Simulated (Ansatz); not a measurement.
# SnO2 (Cassiterite) under changes of volume

One of the cells (11.922 Å³/atom); the others are scaled copies at fixed shape and fractional positions:

```
Sn O
1.0
     4.73800    0.00000    0.00000
     0.00000    4.73800    0.00000
     0.00000    0.00000    3.18650
Sn O
2 4
Direct
  0.50000 0.50000 0.50000
  0.00000 0.00000 0.00000
  0.80710 0.19290 0.50000
  0.69290 0.69290 0.00000
  0.19290 0.80710 0.50000
  0.30710 0.30710 0.00000
```

- Program: Ansatz 0.2.0
- Functional: RPBE
- Dispersion: D4
- Potentials or basis: Ansatz PAW
- Cutoff: 420 eV (not typed: the program's choice for these potentials)
- k mesh: 6 × 6 × 8
- Occupations: fermi-dirac, width 0.05 eV
- Spin: no spin polarisation

```csv
volume (Å³/atom),energy over the lowest point (meV/atom),pressure (GPa),gap on the mesh (eV),largest force (eV/Å)
11.207,75.01,23.1,2.12,0.607
11.445,45.14,17.2,1.86,0.505
11.684,?,?,?,?
11.922,9.27,7.2,1.37,0.321
12.161,1.70,3.0,1.15,0.238
12.399,0.00,-0.7,0.93,0.162
12.637,3.58,-4.1,0.72,0.090
```

Question: What does the run at 11.684 Å³/atom give?

Answer: Energy over the lowest point 23.50 meV/atom; pressure 11.9 GPa; gap on the mesh 1.61 eV; largest force 0.409 eV/Å.

Worked out: A Birch-Murnaghan fit of order 3 (a polynomial in V^(-2/3)) to the other rows has its minimum at 12.35 Å³/atom with B0 = V·E''(V) = 187 GPa and B' = 4.9 at fixed shape and positions, which overstates the stiffness. It gives 23.46 meV/atom at 11.684 Å³/atom, against the run's 23.50, and -dE/dV = 11.9 GPa, against 11.9. A straight line through the other rows of the gap, of slope -11.7 eV per unit of ln V (its deformation potential), gives 1.62 eV, against the run's 1.61.

Energies are extrapolated to zero smearing.

Caveats: spin-orbit coupling is left out, which moves the levels of the heavy elements; the PAW data sets come from PBE, with cores solved anew for the run's functional, which leaves a small shift of forces and pressure.
